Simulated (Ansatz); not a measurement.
**A faulty run on diamond-structure Si, size series (64 atoms)**

Program: Ansatz 0.2.0. The cell: 64 Si.

input.yaml reads:

```yaml
crystal:
  lattice:
    - [10.862, 0.0, 0.0]
    - [0.0, 10.862, 0.0]
    - [0.0, 0.0, 10.862]
  atoms:
    - { symbol: Si, position: [0.99533, 0.99994, 0.99277] }
    - { symbol: Si, position: [0.12696, 0.12429, 0.1264] }
    - { symbol: Si, position: [0.99322, 0.24961, 0.25257] }
    - { symbol: Si, position: [0.1252, 0.36758, 0.38281] }
    - { symbol: Si, position: [0.2477, 0.00456, 0.24686] }
    - { symbol: Si, position: [0.38095, 0.12813, 0.37958] }
    - { symbol: Si, position: [0.25606, 0.25274, 0.9991] }
    - { symbol: Si, position: [0.37749, 0.37047, 0.12687] }
    - { symbol: Si, position: [0.00351, 0.00106, 0.49773] }
    - { symbol: Si, position: [0.12868, 0.12697, 0.62361] }
    - { symbol: Si, position: [0.99679, 0.24262, 0.75316] }
    - { symbol: Si, position: [0.1221, 0.37758, 0.87526] }
    - { symbol: Si, position: [0.24761, 0.00189, 0.75962] }
    - { symbol: Si, position: [0.38551, 0.12171, 0.87194] }
    - { symbol: Si, position: [0.25531, 0.25408, 0.49695] }
    - { symbol: Si, position: [0.37626, 0.37505, 0.6235] }
    - { symbol: Si, position: [0.00502, 0.50971, 0.99868] }
    - { symbol: Si, position: [0.13127, 0.62954, 0.12643] }
    [... 40 atom lines left out ...]
    - { symbol: Si, position: [0.50115, 0.75789, 0.7519] }
    - { symbol: Si, position: [0.6183, 0.8691, 0.87591] }
    - { symbol: Si, position: [0.74857, 0.49777, 0.76058] }
    - { symbol: Si, position: [0.87151, 0.62143, 0.87622] }
    - { symbol: Si, position: [0.74355, 0.75373, 0.50401] }
    - { symbol: Si, position: [0.87111, 0.87543, 0.61925] }
kpoints:
  mp_grid: { grid: [1, 1, 1] }
hamiltonian:
  xc: pbe
scf:
  occupations: { method: fixed }
  max_iter: 60
output:
  forces: true
basis:
  ecutwfc: "120 eV"
```

The run is started by

```console
ansatz run input.yaml --threads 4 --pin off --max-ram 8192MiB --backend cpu --events-out ev --progress --plain --runs-dir out
```

Numbers of over 12 decimals in the logs are rounded to 6 here.

Output:

```text
Warning: basis.ecutwfc = 120 eV is below the records' recommended 420 eV, and the density's cutoff is lower with it unless basis.ecutrho_ratio is high enough to keep the records' density cutoff: compare with a run at a higher cutoff
Engine: ansatz 0.2.0, aarch64-unknown-linux-gnu
Pseudopotentials: kind: paw
Pseudopotential: Si, paw, valence charge 4, recommended cutoff 420 eV (normal), Si.paw.azcp
[... 5 lines on functional and potentials left out ...]
Crystal: 64 atoms, lattice volume = 1281.532 Å³
Basis set: ecut = 120 eV, 3887 PW (Γ), exchange–correlation on 80×80×80 points (8 copies of the dense FFT grid, shifted against one another)
Bands: 192, of which v1, the nominal top of the filled ones, is band 128 counted from 1 (127 counted from 0)
Symmetry: 1 space group operations
Space group: P1 (ITA 1), of the structure as read, at distance tolerance 1.1e-4 Å
k-points: 1
[... 3 lines on functional and potentials left out ...]
Initial density: superposition of atomic densities (neutral atoms: chi_scale 0, normalization atom), corrected by the library's trained network
Initial wavefunctions: pseudopotential atomic-orbital guess
Functional: x = pbe(κ = 0.804, μ = 0.219515), c = pbe(β = 0.066725)
SCF iter   1: F=—  HF=-40656.879643 eV  |F-HF|=—  |Δ(HF+E_count)|=         —  Δρ=8.30e-3  dr2=2.17e-1  ethr=1.77e-3  ⟨swp⟩=5.0  Hψ=608  notcnv=0  defer=60
preconditioner: auto → Resta (q_TF=auto, 2.086 Å⁻¹)  ε∞=5.2  [insulator: Δε(μ)=0.369 eV  Ē_g=8.096 eV  n_scr=202 (ndim 8)  ℏωp=16.6 eV  f_vac=0.000  ε∞_Penn≈5.2]
SCF iter   2: F=—  HF=-40656.998243 eV  |F-HF|=—  |Δ(HF+E_count)|=   1.19e-1  Δρ=4.58e-3  dr2=6.54e-2  ethr=8.48e-5  ⟨swp⟩=3.0  Hψ=330  notcnv=0  defer=62
SCF iter   3: F=—  HF=-40657.072949 eV  |F-HF|=—  |Δ(HF+E_count)|=   7.47e-2  Δρ=3.23e-4  dr2=7.86e-4  ethr=2.56e-5  ⟨swp⟩=2.0  Hψ=228  notcnv=0  defer=33
automatic band count: iteration 3 solves 163 bands in place of 192: the levels show a gap, and the empty bands left out lie too high to hold charge; the band table lists the bands solved (type scf.n_extra_bands for more)
SCF iter   4: F=—  HF=-40656.747091 eV  |F-HF|=—  |Δ(HF+E_count)|=   3.26e-1  Δρ=8.41e-5  dr2=1.42e-4  ethr=3.07e-7  ⟨swp⟩=2.0  Hψ=262  notcnv=0  defer=33
SCF iter   5: F=—  HF=-40656.747090 eV  |F-HF|=—  |Δ(HF+E_count)|=   1.69e-6  Δρ=3.44e-5  dr2=1.78e-5  ethr=5.56e-8  ⟨swp⟩=2.0  Hψ=203  notcnv=0  defer=33
SCF iter   6: F=—  HF=-40656.747096 eV  |F-HF|=—  |Δ(HF+E_count)|=   6.84e-6  Δρ=7.71e-6  dr2=1.81e-6  ethr=6.96e-9  ⟨swp⟩=3.0  Hψ=335  notcnv=0  defer=33
SCF iter   7: F=-40656.747097 eV  HF=-40656.747097 eV  |F-HF|=3.00e-8  |Δ(HF+E_count)|=   9.74e-7  Δρ=2.21e-6  dr2=1.68e-7  ethr=3.91e-10  ⟨swp⟩=4.0  Hψ=445  notcnv=0
SCF 1 converged in 7 iterations: F = -40656.747097 eV  dr2 = 1.68e-7
[...]
SCF converged after 7 iterations
Free energy (F): -40656.747097 eV
Harris-Foulkes:  -40656.747097 eV  (|F-HF|=3.00e-8)
Internal energy: -40656.747097 eV  (E = F + TS)
E sigma→0 (E₀):  -40656.747097 eV
Fermi energy:    6.624367 eV
--- Per-component energies (eV) ---
  E_band       = 338.018896
  E_kinetic    = 2571.023634
  E_local      = -1783.746002  (includes V_loc(G=0)·N_el)
  E_nonlocal   = 1754.911344
  E_hartree    = 484.677180
  E_xc         = -3538.566489
  E_vxc        = -2994.729214  (∫ρ·V_xc dr)
  E_paw        = -32843.108314  (= ΣΔE_a)
  E_vpaw       = -178.732692  (= ΣTr[D̂ρ^β])
  E_aug_tail   = -0.056888  (compensation charges beyond the density's cutoff)
  E_ewald      = -7301.881562
  E_smearing   = -0.000000  (= −TS)
  E_closure    = 0.000000  (closes the sum)
  Σ components = -40656.747097   (vs F -40656.747097, Δ=0.00e0)
--- Forces (eV/Å), atoms counted from 1 ---
  atom   1  Si     0.94535668     0.85621338     0.18120137
  atom   2  Si    -0.78546355     0.73766201    -0.95194617
  atom   3  Si     1.69914881     0.30581020    -0.60250101
  atom   4  Si    -0.52958743     0.62368606    -1.39790589
  atom   5  Si     0.07488407    -0.81905875     1.49152279
  atom   6  Si    -2.06619337    -1.32981986     0.24193018
  atom   7  Si    -0.44772538    -0.56483078    -0.34443906
  atom   8  Si     0.49999196     0.50375830    -0.19434427
  atom   9  Si    -0.48354216    -0.03301276     0.07726191
  atom  10  Si     0.05921032    -0.17225568     0.22454519
  atom  11  Si     0.47295174     1.40632464    -0.98024631
  atom  12  Si     0.33050006    -0.50894812     0.20425114
  atom  13  Si     0.83193034     0.09251272    -1.41752778
  atom  14  Si    -1.31583031     0.53916351     0.68855824
[...]
atom  63  Si     0.71359647    -0.12532336    -1.23444595
  atom  64  Si     0.71147710     0.44164658     1.14528549
  max |Σ_I F_I| component: 3.74e-3 eV/Å
```

Run time: 0.99 s. Hardware: 4 threads of Arm Neoverse V2, shared host; peak memory 0.37 GiB.

Against a sound run (Kohn-Sham DFT, PBE, PAW (set soft_2), plane waves):

- r.m.s. difference of force components: 15 meV/Å
- longest difference of force vectors: 49.37 meV/Å
- force difference over r.m.s. force: 1.855 %

What is at fault here, and what would mend it?

A cutoff far too low: basis.ecutwfc = "120 eV".

The fix is to take out basis.ecutwfc.

The run converged all the same, so the exit status doesn't show the fault.

[Logs are printed without paths, hosts, clocks, repeated set-up lines and the standing remarks that a program may print on its own settings, such as how far it seeks lower states.]

[Hosts, paths, dates, database ids (printed as entryN), source tags and the programs' standing remarks are cut or masked in the printed files.]
